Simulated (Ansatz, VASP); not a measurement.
## One calculation of Ru, two programs

File INCAR:

```
PREC = Accurate ; ENCUT = 520
EDIFF = 1E-6 ; ISMEAR = 0
SIGMA = 0.15 ; LREAL = F
LASPH = T ; NELM = 80
ALGO = Normal ; ISIF = 2
LWAVE = F ; LCHARG = F
GGA = PE ; NBANDS = 13
```

KPOINTS

```
Automatic mesh
0
Gamma
  20 20 20
```

Contents of POSCAR:

```
Ru
1.0
   -0.0666779414      1.8241179676      1.8241179676
    1.8241179676     -0.0666779414      1.8241179676
    1.8241179676      1.8241179676     -0.0666779414
Ru
1
Direct
    0.0000000000      0.0000000000      0.0000000000
```

Input for Ansatz:

```yaml
crystal:
  lattice:
    - [-0.0666779414, 1.8241179676, 1.8241179676]
    - [1.8241179676, -0.0666779414, 1.8241179676]
    - [1.8241179676, 1.8241179676, -0.0666779414]
  atoms:
    - { symbol: Ru, position: [0.0, 0.0, 0.0] }
basis:
  ecutwfc: 420
kpoints:
  mp_grid: { grid: [20, 20, 20] }
hamiltonian:
  xc: pbe
scf:
  occupations: { method: gaussian, width: 0.15 }
output:
  forces: true
  stress: true
  eigenvalues: true
```

Change from the starting cell: equal engineering shear yz, xz and xy -0.0350, equal normal strain along x, y and z -0.0250.

Alike in both runs: task single point; functional PBE; k mesh 20 × 20 × 20; occupations gaussian, width 0.15 eV; no spin polarisation.

|  | VASP | Ansatz |
| --- | --- | --- |
| version | VASP 6.6.1 | Ansatz 0.2.0 |
| potentials or method | VASP PAW PBE potentials, release 64 (Ru_pv) | scalar-relativistic, plane waves, PAW |
| plane-wave cutoff (eV) | 520 | 420 |
| valence electrons in the cell | 14 | 16 |

|  | VASP | Ansatz | Ansatz less VASP |
| --- | --- | --- | --- |
| gap on the k mesh at the Fermi level (eV) | none | none | - |
| pressure (GPa) | 29.9 | 30.0 | +0.04 |
| largest component of the traceless stress (GPa) | 11.27 | 11.26 | -0.005 |

A gap of «none» marks a metal or a gap that the smearing closes. The two sets of potentials don't hold the same shells in valence.

Caveats: so large a pressure means that the cell lies far from this level's equilibrium, or that cutoff or potentials fall short (VASP).
